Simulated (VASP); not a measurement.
Runs of VASP 6.6.1 on Si. The cell holds a slab with vacuum, 8 atoms: a = 3.840 Å, b = 3.840 Å, c = 25.191 Å, α = 90.00°, β = 90.00°, γ = 120.00°. 

```tsv
level	potentials or basis	gap on the mesh (eV)	largest force (eV/Å)	work function (eV)
RPBE	VASP PAW PBE potentials, release 64 (Si)	none	0.82	4.74
BLYP	VASP PAW PBE potentials, release 64 (Si)	none	0.89	4.53
PBE	VASP PAW PBE potentials, release 64 (Si)	none	0.79	(b)
PW91	VASP PAW PBE potentials, release 64 (Si)	none	0.80	(a)
LDA	VASP PAW LDA potentials, release 64 (Si)	none	(c)	(d)
revPBE	VASP PAW PBE potentials, release 64 (Si)	none	0.81	4.74
PBEsol	VASP PAW PBE potentials, release 64 (Si)	none	0.73	4.85
```

Alike in all rows: task work function; no spin polarisation; cell as given; k mesh 6 × 6 × 1; cutoff (eV) 520; smearing fermi-dirac 0.05 eV.

Task: Fill in the values left out.

Result: (a) 4.86; (b) 4.82; (c) 0.72; (d) 5.01.

Caveats: the PAW data sets were made with another functional, which shifts forces and pressure a little (some runs).

A gap of «none» marks a metal or a gap under the smearing width.
